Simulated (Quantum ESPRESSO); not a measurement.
A run of Quantum ESPRESSO 7.5:

The input pw.in:

```
&CONTROL
  calculation = 'vc-relax'
  prefix = 'pwscf'
  outdir = './tmp'
  pseudo_dir = './pseudo'
  tprnfor = .true.
  tstress = .true.
  disk_io = 'low'
  nstep = 40
  forc_conv_thr = 0.0004
  etot_conv_thr = 1d-05
/
&SYSTEM
  ibrav = 0
  nat = 2
  ntyp = 2
  ecutwfc = 84
  nbnd = 14
  occupations = 'smearing'
  smearing = 'fd'
  degauss = 0.00367493
  vdw_corr = 'grimme-d3'
  dftd3_version = 3
/
&ELECTRONS
  conv_thr = 4d-10
  electron_maxstep = 120
  mixing_beta = 0.5
/
&IONS
  ion_dynamics = 'bfgs'
/
&CELL
  cell_dynamics = 'bfgs'
  press = 0
  press_conv_thr = 0.3
/
ATOMIC_SPECIES
Ti    47.8670 Ti.upf
C     12.0110 C.upf
CELL_PARAMETERS angstrom
   0.0000000000    2.1657188437    2.1657188437
   2.1657188437    0.0000000000    2.1657188437
   2.1657188437    2.1657188437    0.0000000000
ATOMIC_POSITIONS angstrom
Ti     0.0000000000    0.0000000000    0.0000000000
C      2.1657188437    2.1657188437    2.1657188437
K_POINTS automatic
11 11 11 0 0 0
```

Potentials or basis: PseudoDojo 0.4.1 SR PBE standard.

Command:

```bash
$ OMP_NUM_THREADS=1 pw.x -in pw.in > pw.out
```

Hardware: 1 thread of AMD EPYC 9B14 (Zen 4), with other jobs on the host.

**Question.** How long does it take, and how much memory?

**Answer.** Run time: 62 s on 1 thread of AMD EPYC 9B14 (Zen 4), with other jobs on the host, peak memory 0.07 GiB. Counts: scf iterations 41, k pools 1, bands 14, ion steps 4, k points 56, g dense 14211.
